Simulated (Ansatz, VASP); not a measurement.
# CdS (Greenockite): VASP beside Ansatz

```
CELL_PARAMETERS angstrom
4.12488 0.00000 0.00000
-2.06244 3.57225 0.00000
0.00000 0.00000 6.70952
ATOMIC_POSITIONS crystal
Cd 0.33333 0.66667 0.99918
Cd 0.66667 0.33333 0.49918
S 0.33333 0.66667 0.37582
S 0.66667 0.33333 0.87582
```

Alike in both runs: functional PBEsol; k mesh 9 × 9 × 4; occupations gaussian, width 0.02 eV; no spin polarisation.

Ansatz relaxed the structure, and its values are those at the end. VASP's run is a single point on that final structure, the one shown.

|  | VASP | Ansatz |
| --- | --- | --- |
| version | VASP 6.6.1 | Ansatz 0.2.0 |
| potentials or method | VASP PAW PBE potentials, release 64 (Cd, S) | scalar-relativistic, plane waves, PAW |
| plane-wave cutoff (eV) | 520 | 420 |
| valence electrons in the cell | 36 | 52 |

|  | VASP | Ansatz | Ansatz less VASP |
| --- | --- | --- | --- |
| gap on the k mesh at the Fermi level (eV) | 1.10 | 1.09 | -0.004 |
| least direct gap on the mesh (eV) | 1.10 | 1.09 | -0.004 |
| pressure (GPa) | 0.4 | 0.0 | -0.40 |

The functional is the same, so the differences come from potentials, cutoffs and numerics. The two sets of potentials don't hold the same shells in valence.

Caveats: the PAW data sets were made with another functional, which shifts forces and pressure a little (VASP).
